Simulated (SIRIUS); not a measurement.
# Ag (Im-3m) in SIRIUS: reference runs

Aim: a first look at Ag with PBE, on the cell as given.

All numbers are computed with SIRIUS 7.10.0; they aren't measurements. Logs are shortened: lines on timing, memory, paths and dates and some standing lists are left out, and cuts for length are marked. The log counts tension as positive stress, the text compression.

### 1 The structure

The structure is cubic, space group Im-3m (No. 229). Conventional cell: a = 3.311 Å, b = 3.311 Å, c = 3.311 Å, α = 90.00°, β = 90.00°, γ = 90.00°. Around Ag (site symmetry m-3m) lie 8 Ag at 2.87 Å.

This isn't the form of Ag at room conditions, which is fcc.

### 2 Single point, PBE

sirius.json

```json
{
  "control": {
    "processing_unit": "cpu",
    "verbosity": 2,
    "num_bands_to_print": 17,
    "print_forces": true,
    "print_stress": true
  },
  "parameters": {
    "electronic_structure_method": "pseudopotential",
    "xc_functionals": ["XC_GGA_X_PBE", "XC_GGA_C_PBE"],
    "gk_cutoff": 9.1,
    "pw_cutoff": 18.2,
    "ngridk": [11, 11, 11],
    "shiftk": [0, 0, 0],
    "smearing": "fermi_dirac",
    "smearing_width": 0.0018374661,
    "num_bands": 17,
    "num_mag_dims": 0,
    "num_dft_iter": 100,
    "energy_tol": 1e-08,
    "density_tol": 1e-06
  },
  "iterative_solver": {
    "type": "davidson",
    "min_tolerance": 1e-09,
    "tolerance_scale": [0.1, 0.25]
  },
  "mixer": {
    "type": "anderson",
    "beta": 0.7,
    "max_history": 8
  },
  "settings": {
    "tol_ne": 1e-10,
    "pseudo_grid_cutoff": 6.5
  },
  "unit_cell": {
    "lattice_vectors": [
      [-3.128732617141, 3.128732617141, 3.128732617141],
      [3.128732617141, -3.128732617141, 3.128732617141],
      [3.128732617141, 3.128732617141, -3.128732617141]
    ],
    "atom_coordinate_units": "lattice",
    "atom_types": ["Ag"],
    "atom_files": {
      "Ag": "Ag.json"
    },
    "atoms": {
      "Ag": [
        [0.0, 0.0, 0.0]
      ]
    }
  }
}
```

Potentials or basis: PseudoDojo 0.4.1 PBE standard (scalar relativistic).

On the command line:

```
$ upf_to_json Ag.upf
$ OMP_NUM_THREADS=1 sirius.scf --input=sirius.json --output=out.json --task=0
```

What it wrote:

```text
[info] SIRIUS version : 7.10.0
[info] number of MPI ranks           : 1
[info] MPI grid                      : 1 1
[info] maximum number of OMP threads : 1
[fft] FFT context for density and potential
[fft] =====================================
[fft]   comm size                             : 1
[fft]   plane wave cutoff                     : 18.2
[fft]   grid size                             : 36 36 36   total : 46656
[fft]   grid limits                           : -17 18   -17 18   -17 18
[fft]   number of G-vectors within the cutoff : 6264
[fft]   local number of G-vectors             : 6264
[fft]   number of G-shells                    : 348
[fft] FFT context for coarse grid
[fft] =====================================
[fft]   comm size                             : 1
[fft]   plane wave cutoff                     : 18.2
[fft]   grid size                             : 36 36 36   total : 46656
[fft]   grid limits                           : -17 18   -17 18   -17 18
[fft]   number of G-vectors within the cutoff : 6264
[fft]   local number of G-vectors             : 6264
[fft]   number of G-shells                    : 348
[unit cell] lattice vectors
[unit cell]   a1 :      -3.1287326171      3.1287326171      3.1287326171
[unit cell]   a2 :       3.1287326171     -3.1287326171      3.1287326171
[unit cell]   a3 :       3.1287326171      3.1287326171     -3.1287326171
[unit cell] reciprocal lattice vectors
[unit cell]   b1 :      -0.0000000000      1.0041103022      1.0041103022
[unit cell]   b2 :       1.0041103022     -0.0000000000      1.0041103022
[unit cell]   b3 :       1.0041103022      1.0041103022     -0.0000000000
[unit cell] unit cell volume :       122.50825125 [a.u.^3]
[unit cell] 1/sqrt(omega)    :         0.09034775
[unit cell] MT volume        :         0.00000000 ( 0.00%)
[unit cell] IT volume        :       122.50825125 (100.00%)
[unit cell] number of atom types : 1
[unit cell] type id : 0 symbol : Ag mt_radius :  15.370000 num_atoms : 1
[unit cell] total number of atoms : 1
[unit cell] number of symmetry classes : 1
[unit cell] number of PAW atoms : 0
[unit cell] atom id  type id  class id             position                      vector_field
[unit cell] ------------------------------------------------------------------------------------------
[unit cell]      0        0        0      0.00000   0.00000   0.00000      0.00000   0.00000   0.00000
[unit cell] atom id         position (Cartesian, a.u.)
[unit cell] ---------------------------------------------
[unit cell]      0       0.000000    0.000000    0.000000
[unit cell] class id : 0 atom id : 0
[unit cell] minimum bond length:     5.419124
[unit cell] total number of pseudo wave-functions: 10
[sym] space group number   : 229
[sym] international symbol : Im-3m
[sym] Hall symbol          : -I 4 2 3
[sym] space group transformation matrix :
[sym]  -0.5000  0.5000  0.5000
[sym]   0.5000 -0.5000  0.5000
[sym]   0.5000  0.5000 -0.5000
[sym] space group origin shift :
[sym]   0.0000  0.0000  0.0000
[sym] number of space group operations  : 48
[sym] number of magnetic group operations : 48
[sym] metric tensor error: 7.1054e-15
[sym] rotation matrix error: 1.0351e-16
[sym] symmetry operations
[... list of symmetry operations ...]
[atom type] label          : Ag
[atom type] --------------------------------------------------------------------------------
[atom type] symbol         : Ag
[atom type] name           :
[atom type] zn             : 19
[atom type] mass           : 0
[atom type] mt_radius      : 15.37
[atom type] num_mt_points  : 1538
[atom type] grid_origin    : 0
[atom type] grid_name      : external
[atom type] number of core electrons    : 0
[atom type] number of valence electrons : 19
[atom type] total number of radial functions : 6
[atom type] lmax of radial functions         : 2
[... 147 lines left out ...]
[find] Total energy                   :    -155.01591542 (Ha),    -310.03183083 (Ry)
[find] Free energy (E-TS)             :    -155.01603078 (Ha),    -310.03206155 (Ry)
[find] band gap (eV)                  :       0.00000000
[find] Efermi                         :       0.58369213
[find] iteration : 1, RMS : 6.714406343596e-03, energy difference : -6.007476635432e-03
[find] Hartree energy of density residual : 3.722394079492e-03
[find] | SCF iteration   2 out of 100|
[diagonalize] iterative solver tolerance (occupied, empty): 0.000199473 0.000199473
[diagonalize] average number of iterations: 1.92857
[... levels, occupations and energy terms ...]
[find] Total energy                   :    -155.01813195 (Ha),    -310.03626389 (Ry)
[find] Free energy (E-TS)             :    -155.01825862 (Ha),    -310.03651725 (Ry)
[find] band gap (eV)                  :       0.00000000
[find] Efermi                         :       0.59063714
[find] iteration : 2, RMS : 5.906283157863e-04, energy difference : -2.216529483917e-03
[find] Hartree energy of density residual : 3.334218181211e-06
[find] | SCF iteration   3 out of 100|
[diagonalize] iterative solver tolerance (occupied, empty): 4.98683e-05 4.98683e-05
[diagonalize] average number of iterations: 1.89286
[find] Total energy                   :    -155.01816929 (Ha),    -310.03633859 (Ry)
[find] Free energy (E-TS)             :    -155.01829441 (Ha),    -310.03658882 (Ry)
[find] band gap (eV)                  :       0.00000000
[find] Efermi                         :       0.58950612
[find] iteration : 3, RMS : 2.080889660382e-04, energy difference : -3.734846828252e-05
[find] Hartree energy of density residual : 3.501516109839e-06
[find] | SCF iteration   4 out of 100|
[diagonalize] iterative solver tolerance (occupied, empty): 1.24671e-05 1.24671e-05
[... 38 lines left out ...]
[find] Free energy (E-TS)             :    -155.01829643 (Ha),    -310.03659287 (Ry)
[find] band gap (eV)                  :       0.00000000
[find] Efermi                         :       0.58968578
[find] iteration : 8, RMS : 5.206858000738e-07, energy difference : 4.964761046722e-09
[find] Hartree energy of density residual : 6.963025713889e-11
[find] | SCF iteration   9 out of 100|
[diagonalize] iterative solver tolerance (occupied, empty): 1.21749e-08 1.21749e-08
[diagonalize] average number of iterations: 2.25
[find] Total energy                   :    -155.01817091 (Ha),    -310.03634181 (Ry)
[find] Free energy (E-TS)             :    -155.01829643 (Ha),    -310.03659287 (Ry)
[find] band gap (eV)                  :       0.00000000
[find] Efermi                         :       0.58968578
[find] iteration : 9, RMS : 1.417619662416e-06, energy difference : 2.947615485027e-10
[find] Hartree energy of density residual : 9.791918005204e-11
[find] bands are converged : true
[find] iterative solver converged : false
[find] +------------------------------+
[find] | SCF iteration  10 out of 100|
[find] +------------------------------+
[diagonalize] iterative solver tolerance (occupied, empty): 3.04372e-09 3.04372e-09
[diagonalize] average number of iterations: 2.39286
[diagonalize] Lowest band energies
[diagonalize] ik:    0   -2.784955   -1.440079   -1.440079   -1.440079    0.320774    0.418248    0.418248    0.418248    0.462629    0.462629    1.247938    1.247938    1.247938    1.440870    1.440870    1.440870    1.455316
[diagonalize] ik:    1   -2.784914   -1.440467   -1.440221   -1.440074    0.330238    0.416057    0.418659    0.423452    0.460363    0.462793    1.215986    1.241562    1.252625    1.368230    1.373349    1.385456    1.491615
[diagonalize] ik:    2   -2.784804   -1.441506   -1.440603   -1.440062    0.354983    0.410304    0.421666    0.438065    0.456593    0.463350    1.113194    1.201532    1.264256    1.296386    1.327368    1.368773    1.522791
[diagonalize] ik:    3   -2.784659   -1.442860   -1.441101   -1.440045    0.374585    0.403027    0.445127    0.456054    0.458896    0.464351    0.981894    1.145486    1.212162    1.277470    1.320945    1.420806    1.524245
[diagonalize] ik:    4   -2.784527   -1.444099   -1.441558   -1.440030    0.373780    0.396575    0.458248    0.465553    0.480187    0.504915    0.854369    1.101394    1.146061    1.287745    1.326561    1.502392    1.503263
[diagonalize] ...
[diagonalize] ik:   51   -2.784152   -1.444055   -1.443484   -1.442437    0.385867    0.390049    0.444054    0.471011    0.486797    0.764902    0.778431    0.861879    1.103741    1.169399    1.205631    1.500364    1.645092
[diagonalize] ik:   52   -2.784165   -1.443502   -1.443149   -1.443149    0.385913    0.389622    0.462962    0.462962    0.475118    0.666697    0.913368    0.913368    1.045989    1.074985    1.277826    1.559701    1.669824
[diagonalize] ik:   53   -2.784099   -1.443933   -1.443440   -1.443177    0.379468    0.382182    0.466549    0.471957    0.487089    0.744379    0.835506    0.880924    1.056311    1.100114    1.179606    1.555687    1.687960
[diagonalize] ik:   54   -2.784066   -1.443823   -1.443823   -1.443264    0.377037    0.377037    0.469396    0.485097    0.485097    0.818547    0.820715    0.820715    1.092961    1.098082    1.098082    1.559788    1.723024
[diagonalize] ik:   55   -2.784034   -1.443785   -1.443736   -1.443736    0.372635    0.373324    0.484442    0.484442    0.486432    0.803715    0.847152    0.847152    1.041123    1.066983    1.094915    1.572435    1.810615
[find] Charges and magnetic moments
[find] --------------------------------------------------------------------------------
[find] total charge          : 19.000000
[find] Energy
[find] --------------------------------------------------------------------------------
[find] valence_eval_sum               :      -9.40066949
[find] <rho|V^{XC}>                   :     -19.37501292
[find] <rho|E^{XC}>                   :     -23.15413078
[find] <mag|B^{XC}>                   :       0.00000000
[find] <rho|V^{H}>                    :      73.72537804
[find] one-electron contribution      :     -63.75103461 (Ha),    -127.50206922 (Ry)
[find] hartree contribution           :      36.86268902
[find] xc contribution                :     -23.15413078
[find] ewald contribution             :    -104.97567514
[find] PAW contribution               :       0.00000000
[find] smearing (-TS)                 :      -0.00012553
[find] SCF correction                 :      -0.00001939
[find] Total energy                   :    -155.01817091 (Ha),    -310.03634181 (Ry)
[find] Free energy (E-TS)             :    -155.01829643 (Ha),    -310.03659287 (Ry)
[find] band gap (eV)                  :       0.00000000
[find] Efermi                         :       0.58968547
[find] iteration : 10, RMS : 5.771267365796e-07, energy difference : -8.787139904598e-10
[find] Hartree energy of density residual : 8.528535150332e-12
[find] bands are converged : true
[find] iterative solver converged : true
[find] converged after 11 SCF iterations!
[find] Charges and magnetic moments
[find] --------------------------------------------------------------------------------
[find] total charge          : 19.000000
[find] Energy
[find] --------------------------------------------------------------------------------
[find] valence_eval_sum               :      -9.40066949
[find] <rho|V^{XC}>                   :     -19.37501292
[find] <rho|E^{XC}>                   :     -23.15413078
[find] <mag|B^{XC}>                   :       0.00000000
[find] <rho|V^{H}>                    :      73.72537804
[find] one-electron contribution      :     -63.75103461 (Ha),    -127.50206922 (Ry)
[find] hartree contribution           :      36.86268902
[find] xc contribution                :     -23.15413078
[find] ewald contribution             :    -104.97567514
[find] PAW contribution               :       0.00000000
[find] smearing (-TS)                 :      -0.00012553
[find] SCF correction                 :      -0.00001939
[find] Total energy                   :    -155.01817091 (Ha),    -310.03634181 (Ry)
[find] Free energy (E-TS)             :    -155.01829643 (Ha),    -310.03659287 (Ry)
[find] band gap (eV)                  :       0.00000000
[find] Efermi                         :       0.58968547
[ground_state] === stress tensor components [kbar] ===
[ground_state] === stress_kin ===
[ground_state] -84800.693198   -0.000000    0.000000
[ground_state]    -0.000000-84800.693198    0.000000
[ground_state]     0.000000    0.000000-84800.693198
[ground_state] === stress_har ===
[ground_state] -29509.239887   -0.000000    0.000000
[ground_state]    -0.000000-29509.239887    0.000000
[ground_state]     0.000000    0.000000-29509.239887
[ground_state] === stress_ewald ===
[ground_state] 84034.899857    0.000000   -0.000000
[ground_state]     0.00000084034.899857   -0.000000
[ground_state]    -0.000000   -0.00000084034.899857
[ground_state] === stress_vloc ===
[ground_state] 17990.040713    0.000000   -0.000000
[ground_state]     0.00000017990.040713   -0.000000
[ground_state]    -0.000000   -0.00000017990.040713
[ground_state] === stress_xc ===
[ground_state] -8537.895872   -0.000000    0.000000
[ground_state]    -0.000000-8537.895872    0.000000
[ground_state]     0.000000    0.000000-8537.895872
[ground_state] === stress_core ===
[ground_state] 22758.937610    0.000000   -0.000000
[ground_state]     0.00000022758.937610   -0.000000
[ground_state]    -0.000000   -0.00000022758.937610
[ground_state] === stress_nonloc ===
[ground_state] -1926.231862   -0.000000    0.000000
[ground_state]    -0.000000-1926.231862    0.000000
[ground_state]     0.000000    0.000000-1926.231862
[ground_state] === stress_us_nl ===
[ground_state] -1926.231862   -0.000000    0.000000
[ground_state]    -0.000000-1926.231862    0.000000
[ground_state]     0.000000    0.000000-1926.231862
[ground_state] === stress_total ===
[ground_state]     9.817360    0.000000    0.000000
[ground_state]     0.000000    9.817360   -0.000000
[ground_state]     0.000000   -0.000000    9.817360
[ground_state] ==== total Forces in Ha/bohr =====
[ground_state] atom:    0, force:       0.0000000      0.0000000      0.0000000
[... 8 lines left out ...]
[ground_state] ==== Ewald forces from ions =====
[ground_state] atom:    0, force:       0.0000000      0.0000000      0.0000000
[~DFT_ground_state] local op. applied: 23825
[~DFT_ground_state] evp. work count: 5809.44
[~DFT_ground_state] number of iterative solver steps: 1471
```

Run time: 31 s. Hardware: 1 thread of Arm Neoverse V1, shared host; peak memory 0.28 GiB.

Results:

```yaml
Free_energy: -4218.2627 eV
Pressure: -1.0 GPa
Band_gap_on_the_k_mesh: none (metal or under the smearing width)
```
